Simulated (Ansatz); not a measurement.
Geometry optimisation in Ansatz: input, command and trajectory.

```yaml
crystal:
  lattice:
    - [3.9824029978, 0.0, 0.0]
    - [0.0, 3.9824029978, 0.0]
    - [0.0, 0.0, 5.0085786014]
  atoms:
    - { symbol: Pb, position: [0.0, 0.5, 0.2364367719] }
    - { symbol: Pb, position: [0.5, 0.0, 0.7635632281] }
    - { symbol: O, position: [0.5, 0.5, 0.0] }
    - { symbol: O, position: [0.0, 0.0, 0.0] }
basis:
  ecutwfc: 420
kpoints:
  mp_grid: { grid: [8, 8, 6] }
hamiltonian:
  xc: pbesol
scf:
  occupations: { method: gaussian, width: 0.02 }
output:
  forces: true
  stress: true
  eigenvalues: true
relax:
  adjacent_minimum: "off"
  f_tol: 0.01
  max_steps: 60
  cell: { stress_tol: 0.1 }
```

```bash
ansatz run input.yaml --threads 1 --pin off --max-ram 2560MiB --backend cpu --events-out ev --progress --plain --runs-dir out
```

Theory: DFT PBEsol, scalar-relativistic, plane waves, PAW (Ansatz).

Of 5 frames 5 are shown, positions in Å and forces in eV/Å; the SCF threshold varies from step to step. Steps run on the plane waves of an earlier cell, with a Pulay correction in the pressure. The basis is chosen afresh for the last frame, the zero of the energies, and at times for earlier ones too; energy and pressure step there, also at an unchanged geometry.

```xyz
4
Lattice="3.9824 0.0000 0.0000 0.0000 3.9824 0.0000 0.0000 0.0000 5.0086" Properties=species:S:1:pos:R:3:forces:R:3 pbc="T T T" step=1 free_energy_over_end_meV_per_atom=0.33 pressure_GPa=0.39
Pb    0.0000    1.9912    1.1842    0.0000    0.0000    0.0064
Pb    1.9912    0.0000    3.8244    0.0000    0.0000   -0.0064
O     1.9912    1.9912    0.0000    0.0000    0.0000    0.0000
O     0.0000    0.0000    0.0000    0.0000    0.0000    0.0000
4
Lattice="3.9983 0.0000 0.0000 0.0000 3.9983 0.0000 0.0000 0.0000 5.0519" Properties=species:S:1:pos:R:3:forces:R:3 pbc="T T T" step=2 free_energy_over_end_meV_per_atom=0.89 pressure_GPa=0.00
Pb    0.0000    1.9991    1.1758    0.0000    0.0000    0.0668
Pb    1.9991    0.0000    3.8761    0.0000    0.0000   -0.0668
O     1.9991    1.9991    0.0000    0.0000    0.0000    0.0000
O     0.0000    0.0000    0.0000    0.0000    0.0000    0.0000
4
Lattice="3.9922 0.0000 0.0000 0.0000 3.9922 0.0000 0.0000 0.0000 5.0493" Properties=species:S:1:pos:R:3:forces:R:3 pbc="T T T" step=3 free_energy_over_end_meV_per_atom=0.61 pressure_GPa=-0.16
Pb    0.0000    1.9961    1.1840    0.0000    0.0000   -0.0303
Pb    1.9961    0.0000    3.8653    0.0000    0.0000    0.0303
O     1.9961    1.9961    0.0000    0.0000    0.0000    0.0000
O     0.0000    0.0000    0.0000    0.0000    0.0000    0.0000
4
Lattice="3.9900 0.0000 0.0000 0.0000 3.9900 0.0000 0.0000 0.0000 5.0531" Properties=species:S:1:pos:R:3:forces:R:3 pbc="T T T" step=4 free_energy_over_end_meV_per_atom=0.57 pressure_GPa=-0.02
Pb    0.0000    1.9950    1.1833    0.0000    0.0000   -0.0039
Pb    1.9950    0.0000    3.8699    0.0000    0.0000    0.0039
O     1.9950    1.9950    0.0000    0.0000    0.0000    0.0000
O     0.0000    0.0000    0.0000    0.0000    0.0000    0.0000
4
Lattice="3.9900 0.0000 0.0000 0.0000 3.9900 0.0000 0.0000 0.0000 5.0531" Properties=species:S:1:pos:R:3:forces:R:3 pbc="T T T" step=5 free_energy_over_end_meV_per_atom=0.00 pressure_GPa=0.02
Pb    0.0000    1.9950    1.1833    0.0000    0.0000   -0.0040
Pb    1.9950    0.0000    3.8699    0.0000    0.0000    0.0040
O     1.9950    1.9950    0.0000    0.0000    0.0000    0.0000
O     0.0000    0.0000    0.0000    0.0000    0.0000    0.0000
```

The run took 46 s on 1 thread of Intel(R) Xeon(R) Platinum 8259CL CPU @ 2.50GHz (Skylake/Cascade Lake), with other jobs on the host, peak memory 0.47 GiB.

Spin–orbit coupling is left out, which can shift energies with elements as heavy as these.